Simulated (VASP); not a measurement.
# CdSe (Cadmoselite) (P6_3mc) in VASP: notebook, part 2 of 2

VASP 6.6.1. Earlier steps stand in the parts before.

## 3. Relaxation of cell and atoms, LDA

Contents of INCAR:

```
SYSTEM = CdSe
PREC = Accurate
ENCUT = 600
EDIFF = 1E-7
ISMEAR = 0
SIGMA = 0.02
LREAL = .FALSE.
LASPH = .TRUE.
NELM = 100
ALGO = Fast
ISIF = 3
LWAVE = .FALSE.
LCHARG = .FALSE.
IBRION = 2
NSW = 70
EDIFFG = -0.005
```

Contents of KPOINTS:

```
regular mesh
0
G
  9 9 6
  0 0 0
```

Contents of POSCAR:

```
CdSe
1.0
    4.3825548650      0.0000000000      0.0000000000
   -2.1912774325      3.7954038465      0.0000000000
    0.0000000000      0.0000000000      7.1556282907
Cd Se
2 2
Direct
    0.3333333333      0.6666666667      0.0046130453
    0.6666666667      0.3333333333      0.5046130453
    0.3333333333      0.6666666667      0.3803869547
    0.6666666667      0.3333333333      0.8803869547
```

Potentials or basis: VASP PAW LDA potentials, release 64 (Cd, Se).

Started as:

```sh
> cat potpaw_LDA.64/Cd/POTCAR potpaw_LDA.64/Se/POTCAR > POTCAR
> mpirun -np 1 vasp_std > vasp.out
```

OUTCAR:

```text
SYSTEM = CdSe
   PREC = Accurate
   ENCUT = 600
   EDIFF = 1E-7
   ISMEAR = 0
   LREAL = .FALSE.
   LASPH = .TRUE.
   NELM = 100
   ISIF = 3
   IBRION = 2
   NSW = 70
   EDIFFG = -0.005

 ion  position               nearest neighbor table
   1  0.333  0.667  0.005-   4 2.68   4 2.68   4 2.68   3 2.69
   2  0.667  0.333  0.505-   3 2.68   3 2.68   3 2.68   4 2.69
   3  0.333  0.667  0.380-   2 2.68   2 2.68   2 2.68   1 2.69
   4  0.667  0.333  0.880-   1 2.68   1 2.68   1 2.68   2 2.69

  LATTYP: Found a hexagonal cell.
 ALAT       =     4.3825548650
 C/A-ratio  =     1.6327527005

  Lattice vectors:

 A1 = (   4.3825548650,   0.0000000000,   0.0000000000)
 A2 = (  -2.1912774325,   3.7954038465,   0.0000000000)
 A3 = (   0.0000000000,   0.0000000000,   7.1556282907)

Analysis of symmetry for initial positions (statically):
=====================================================================
 Subroutine PRICEL returns:
 Original cell was already a primitive cell.

 Routine SETGRP: Setting up the symmetry group for a
 hexagonal supercell.

 Subroutine GETGRP returns: Found 12 space group operations
 (whereof  6 operations were pure point group operations)
 out of a pool of 24 trial point group operations.

The static configuration has the point symmetry C_3v.
 The point group associated with its full space group is C_6v.

Analysis of symmetry for dynamics (positions and initial velocities):
=====================================================================
 Subroutine PRICEL returns:
 Original cell was already a primitive cell.

 Routine SETGRP: Setting up the symmetry group for a
 hexagonal supercell.

 Subroutine GETGRP returns: Found 12 space group operations
 (whereof  6 operations were pure point group operations)
 out of a pool of 24 trial point group operations.

The dynamic configuration has the point symmetry C_3v.
 The point group associated with its full space group is C_6v.

 Subroutine INISYM returns: Found 12 space group operations
 (whereof  6 operations are pure point group operations),
 and found     1 'primitive' translations

----------------------------------------------------------------------------------------

                                     Primitive cell

  volume of cell :     119.0236

  direct lattice vectors                    reciprocal lattice vectors
     4.382554865  0.000000000  0.000000000     0.228177406  0.131738287  0.000000000
    -2.191277433  3.795403847  0.000000000     0.000000000  0.263476573  0.000000000
     0.000000000  0.000000000  7.155628291     0.000000000  0.000000000  0.139750132

  length of vectors
     4.382554865  4.382554865  7.155628291     0.263476573  0.263476573  0.139750132

  position of ions in fractional coordinates (direct lattice)
     0.333333333  0.666666667  0.004613045
     0.666666667  0.333333333  0.504613045
     0.333333333  0.666666667  0.380386955
     0.666666667  0.333333333  0.880386955

  ion indices of the primitive-cell ions
   primitive index   ion index
                 1           1
                 2           2
                 3           3
                 4           4

[... 30 lines left out ...]
  0.222222  0.000000  0.000000      6.000000
  0.333333 -0.000000  0.000000      6.000000
  0.444444  0.000000  0.000000      6.000000
  0.111111  0.111111  0.000000      6.000000
[... 16 lines left out ...]
  0.333333  0.222222  0.166667     24.000000
  0.333333  0.333333  0.166667      4.000000
 [... further k-points ...]
   k-points           NKPTS =     48   k-points in BZ     NKDIM =     48   number of bands    NBANDS=     22
   number of dos      NEDOS =    301   number of ions     NIONS =      4
   total plane-waves  NPLWV =  77760
   dimension x,y,z NGX =    36 NGY =   36 NGZ =   60
   dimension x,y,z NGXF=    72 NGYF=   72 NGZF=  120
   ions per type =               2   2
   NGX,Y,Z   is equivalent  to a cutoff of  13.66, 13.66, 13.94 a.u.
   NGXF,Y,Z  is equivalent  to a cutoff of  27.31, 27.31, 27.88 a.u.
 SYSTEM =  CdSe
   PREC   = accura    normal or accurate (medium, high low for compatibility)
   ISTART =      0    job   : 0-new  1-cont  2-samecut
   ICHARG =      2    charge: 1-file 2-atom 10-const
   ISPIN  =      1    spin polarized calculation?
   LNONCOLLINEAR =      F non collinear calculations
   LSORBIT =      F    spin-orbit coupling
   LASPH  =      T    aspherical Exc in radial PAW
   ENCUT  =  600.0 eV  44.10 Ry    6.64 a.u.   8.75  8.75 14.29*2*pi/ulx,y,z
   NELM   =    100;   NELMIN=  2; NELMDL= -5     # of ELM steps
   EDIFF  = 0.1E-06   stopping-criterion for ELM
   LREAL  =      F    real-space projection
   EDIFFG = -.5E-02   stopping-criterion for IOM
   NSW    =     70    number of steps for IOM
   IBRION =      2    ionic relax: 0-MD 1-quasi-New 2-CG
   NFREE  =      1    steps in history (QN), initial steepest desc. (CG)
   ISIF   =      3    stress and relaxation
   ISYM   =      2    0-nonsym 1-usesym 2-fastsym
   POTIM  = 0.5000    time-step for ionic-motion
   TEBEG  =    0.0;   TEEND  =   0.0 temperature during run
   PSTRESS=    0.0 pullay stress
   NELECT =      36.0000    total number of electrons
   NUPDOWN=      -1.0000    fix difference up-down
   EMIN   =  10.00;   EMAX   =-10.00  energy-range for DOS
   EFERMI =   0.00;   METHOD = LEGACY
   ISMEAR =     0;   SIGMA  =   0.02  broadening in eV -4-tet -1-fermi 0-gaus
   EFERMI_NEDOS =   21; number of points for ismear=-14 and -15
   IALGO  =     68    algorithm
   IMIX   =      4    mixing-type and parameters
     AMIX     =   0.40;   BMIX     =  1.00
     AMIX_MAG =   1.60;   BMIX_MAG =  1.00
  volume/ion in A,a.u.               =      29.76       200.80
  Fermi-wavevector in a.u.,A,eV,Ry     =   1.098916  2.076651 16.430628  1.207617
  Thomas-Fermi vector in A             =   2.235302
   LORBIT       =      0    0 simple, 1 ext, 2 COOP (PROOUT), +10 PAW based schemes
   GGA     = CA    functional components
   LHFCALC =     F    Hartree Fock is set to
   AEXX    =    0.0000 exact exchange contribution
   IVDW    =     0    specifies the selected vdW correction
   LEPSILON=     F    determine dielectric tensor
   LRPA    =     F    only Hartree local field effects (RPA)
 conjugate gradient relaxation of ions
 non-spin polarized calculation
 RMM-DIIS sequential band-by-band and
 Gauss-broadening in eV      SIGMA  =   0.02
  energy-cutoff  :      600.00
  volume of cell :      119.02
 maximum number of plane-waves:      4002
 NGX is ok and might be reduce to    36
   NGX = 17   NGY = 17   NGZ = 29

--------------------------------------- Ionic step        1  -------------------------------------------

 number of electron      36.0000006 magnetization

 Free energy of the ion-electron system (eV)
  ---------------------------------------------------
  ext. energy  EPLUGINS =         0.00000000
  ---------------------------------------------------
  free energy    TOTEN  =       -13.38970679 eV

  energy without entropy =      -13.38970679  energy(sigma->0) =      -13.38970679

------------------------ aborting loop because EDIFF is reached ----------------------------------------

  FORCE on cell =-STRESS in cart. coord.  units (eV):
  Direction    XX          YY          ZZ          XY          YZ          ZX
  --------------------------------------------------------------------------------------
  -------------------------------------------------------------------------------------
  Total       -2.9851471     -2.9851471     -2.9929430      0.0000000     -0.0000000      0.0000000
  in kB      -40.1830771    -40.1830771    -40.2880184      0.0000000     -0.0000000      0.0000000
  external PRESSURE =     -40.2180575 kB  Pullay stress =       0.0000000 kB
[... 177 lines left out ...]
--------------------------------------- Ionic step        6  -------------------------------------------

 number of electron      35.9999999 magnetization

 Free energy of the ion-electron system (eV)
  ---------------------------------------------------
  ext. energy  EPLUGINS =         0.00000000
  ---------------------------------------------------
  free energy    TOTEN  =       -13.52237105 eV

  energy without entropy =      -13.52237105  energy(sigma->0) =      -13.52237105

 E-fermi :   1.1811     XC(G=0):  -9.4130

 val. band max:        1.0572675969   @ k =   0.0000   0.0000   0.0000
 cond. band min:       1.5382728771   @ k =   0.0000   0.0000   0.0000
 fundamental gap:      0.4810052802
 Fermi energy:         1.1810579398

 k-point     1 :       0.0000    0.0000    0.0000
  band No.  band energies     occupation
      1     -11.7649      2.00000
      2     -11.3536      2.00000
      3      -6.9949      2.00000
      4      -6.9872      2.00000
      5      -6.9872      2.00000
      6      -6.9135      2.00000
[... 589 lines left out ...]
     21       5.5668      0.00000
     22       7.5930      0.00000

 [... further k-points ...]
[... 5 lines left out ...]
  --------------------------------------------------------------------------------------
  -------------------------------------------------------------------------------------
  Total       -0.0133646     -0.0133646      0.0003897      0.0000000     -0.0000000      0.0000000
  in kB       -0.1958950     -0.1958950      0.0057125      0.0000000     -0.0000000      0.0000000
  external PRESSURE =      -0.1286925 kB  Pullay stress =       0.0000000 kB
[... 19 lines left out ...]
  FREE ENERGIE OF THE ION-ELECTRON SYSTEM (eV)
  ---------------------------------------------------
  free  energy   TOTEN  =       -13.5223710524 eV

  energy  without entropy=      -13.5223710524  energy(sigma->0) =      -13.52237105

 reached required accuracy - stopping structural energy minimisation
```

Run time: 3.7 min. Hardware: 1 thread of Intel Xeon 6975P-C (Granite Rapids), shared host; peak memory 0.31 GiB.

What came out:

```yaml
Free_energy: -13.5224 eV
Relaxed_volume: 27.33 Å³/atom
Relaxed_cell: a = 4.260 Å, b = 4.260 Å, c = 6.955 Å, α = 90.00°, β = 90.00°, γ = 120.00°
Space_group_after_relaxing_to_0.05_Å: P6_3mc (No. 186)
Energy_gained_by_relaxing: 33.2 meV/atom
Ionic_steps: 6
Pressure_after_relaxing: 0.0 GPa
Largest_force_after_relaxing: 0.005 eV/Å
Band_gap_on_the_k_mesh: 0.48 eV, direct
```

Forces on the atoms (eV/Å):
```
Cd   0.000  0.000  0.005
Cd   0.000  0.000  0.005
Se   0.000  0.000 -0.005
Se   0.000  0.000 -0.005
```

Step by step:
```csv
step,energy change (eV),largest force (eV/Å),pressure (GPa),volume (Å³)
1,0.0000,0.0018,-4.02,119.02
2,-0.1202,0.0128,1.55,106.61
3,-0.1327,0.0088,0.00,109.29
4,-0.1326,0.0090,0.10,109.10
5,-0.1327,0.0036,-0.03,109.35
6,-0.1327,0.0048,-0.01,109.31
```

Final structure:
```yaml
crystal:
  lattice:
    - [4.26009, 0.00000, 0.00000]
    - [-2.13004, 3.68934, 0.00000]
    - [0.00000, 0.00000, 6.95466]
  atoms:
    - { symbol: Cd, position: [0.33333, 0.66667, 0.00465] }
    - { symbol: Cd, position: [0.66667, 0.33333, 0.50465] }
    - { symbol: Se, position: [0.33333, 0.66667, 0.38035] }
    - { symbol: Se, position: [0.66667, 0.33333, 0.88035] }
```
